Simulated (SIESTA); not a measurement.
The system is Ti.

```xyz
1
Lattice="-1.6410 1.6410 1.6410 1.6410 -1.6410 1.6410 1.6410 1.6410 -1.6410" Properties=species:S:1:pos:R:3 pbc="T T T"
Ti    0.0000    0.0000    0.0000
```

This isn't the form of Ti at room conditions, which is hcp.

Base run:

| Item | Value |
| --- | --- |
| Program | SIESTA 5.4.2 |
| Functional | PBE |
| Potentials or basis | PseudoDojo 0.4 standard (PBE files) |
| Basis | TZDP (energy shift 0.003 Ry; two zetas on semicore shells) |
| Grid cutoff | 800 Ry |
| Energy shift | 0.003 Ry |
| k mesh | 11 × 11 × 11 |
| Occupations | fermi-dirac, width 0.05 eV |
| Spin | no spin polarisation |

Its results: band gap on the k mesh none (metal or under the smearing width); pressure -2.6 GPa.

**Question.** The run is repeated on the same cell with these changes: basis from TZDP (energy shift 0.003 Ry; two zetas on semicore shells) to DZ (energy shift 0.003 Ry; two zetas on semicore shells). What comes out?

**Answer.** Band gap on the k mesh none (metal or under the smearing width); pressure -4.9 GPa.

Caveats: the basis of atomic orbitals isn't converged, which shifts pressures, moduli and gaps; the basis has no polarisation orbitals (some runs).
